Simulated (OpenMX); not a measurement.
Crystal: Tc.

```xyz
2
Lattice="2.7400 0.0000 0.0000 -1.3700 2.3729 0.0000 0.0000 0.0000 4.3980" Properties=species:S:1:pos:R:3 pbc="T T T"
Tc    1.3700    0.7910    3.2985
Tc    0.0000    1.5819    1.0995
```

Base run:

```yaml
Program: OpenMX 3.8.5
Functional: PBE
Potentials_or_basis: OpenMX 2013 PBE set, Tc7.0-s3p2d2f1, grid cutoff 400 Ry
k_mesh: 11 × 11 × 7
Occupations: fermi-dirac, width 0.05 eV
Spin: no spin polarisation
```

Its results: pressure 5.3 GPa; largest force 0.022 eV/Å.

Q: The run is repeated on the same cell with these changes: potentials or basis from OpenMX 2013 PBE set, Tc7.0-s3p2d2f1, grid cutoff 400 Ry to OpenMX 2013 PBE set, Tc7.0-s3p2d2, grid cutoff 400 Ry. What comes out?

A: Pressure 10.5 GPa; largest force 0.022 eV/Å.

Caveats: the basis of atomic orbitals isn't converged, which shifts pressures, moduli and gaps.

Not every run made on this cell is shown here.
